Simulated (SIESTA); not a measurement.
In in SIESTA: the effect of functional

The system is In, a slab with vacuum.

```
In
1.0
     3.33927    0.00000    0.00000
    -1.66964    2.89190    0.00000
     0.00000    0.00000   23.20746
In
4
Direct
  0.66667 0.33333 0.32317
  0.33333 0.66667 0.44131
  0.66667 0.33333 0.55869
  0.33333 0.66667 0.67683
```

The slab is cut from a database's or a generator's crystal, which needn't be the stable form of the element.

Alike in all runs:

* Program: SIESTA 5.4.2
* Task: band structure
* Basis: DZP (energy shift 0.003 Ry; two zetas on semicore shells)
* Grid cutoff: 500 Ry
* Energy shift: 0.003 Ry
* k mesh: 9 × 9 × 1
* Occupations: fermi-dirac, width 0.05 eV
* Spin: no spin polarisation

| functional | potentials or basis | largest force (eV/Å) |
| --- | --- | --- |
| LDA | PseudoDojo 0.4 standard (LDA files) | 0.13 |
| PBEsol | PseudoDojo 0.4 standard (PBEsol files) | 0.13 |
| AM05 | PseudoDojo 0.4 standard (PBEsol files) | 0.14 |
| WC | PseudoDojo 0.4 standard (PBEsol files) | 0.13 |
| PW91 | PseudoDojo 0.4 standard (PBE files) | 0.14 |
| revPBE | PseudoDojo 0.4 standard (PBE files) | ? |
| RPBE | PseudoDojo 0.4 standard (PBE files) | 0.23 |
| BLYP | PseudoDojo 0.4 standard (PBE files) | 0.38 |

Problem. What does the run with functional revPBE give?

Solution. Largest force 0.20 eV/Å.

Caveats: the potentials were made for another functional, which shifts forces and pressure (some runs).

Runs at the PBE level aren't shown here.
